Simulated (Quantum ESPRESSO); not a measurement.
# SnTe under changes of volume

One of the cells (47.091 Å³/atom); the others are scaled copies at fixed shape and fractional positions:

```xyz
2
Lattice="0.0000 3.6111 3.6111 3.6111 0.0000 3.6111 3.6111 3.6111 0.0000" Properties=species:S:1:pos:R:3 pbc="T T T"
Te    1.8056    1.8056    1.8056
Sn    0.0000    0.0000    0.0000
```

Measurements of this composition are mostly on another form, of space group No. 225.

| Quantity | Value |
| --- | --- |
| Program | Quantum ESPRESSO 7.5 |
| Functional | r2SCAN |
| Potentials or basis | SG15 PBE 1.2 |
| Cutoff | 952 eV |
| Density cutoff | 3810 eV |
| k mesh | 4 × 4 × 4 |
| Occupations | fermi-dirac, width 0.05 eV |
| Spin | no spin polarisation |

```csv
volume (Å³/atom),energy over the lowest point (meV/atom),pressure (GPa)
44.265,0.00,0.0
45.207,0.92,-0.5
46.149,4.94,-1.0
47.091,11.89,-1.5
48.033,21.54,-1.9
48.974,?,?
49.916,47.85,-2.6
```

Problem. What does the run at 48.974 Å³/atom give?

Solution. Energy over the lowest point 33.62 meV/atom; pressure -2.3 GPa.

Worked out: A Birch-Murnaghan fit of order 3 (a polynomial in V^(-2/3)) to the other rows has its minimum at 44.48 Å³/atom with B0 = V·E''(V) = 27 GPa and B' = 3.1. It gives 33.56 meV/atom at 48.974 Å³/atom, against the run's 33.62, and -dE/dV = -2.2 GPa, against -2.3.

Energies are extrapolated to zero smearing.

Caveats: some runs use coarse meshes; the potentials were made for another functional, which shifts forces and pressure.
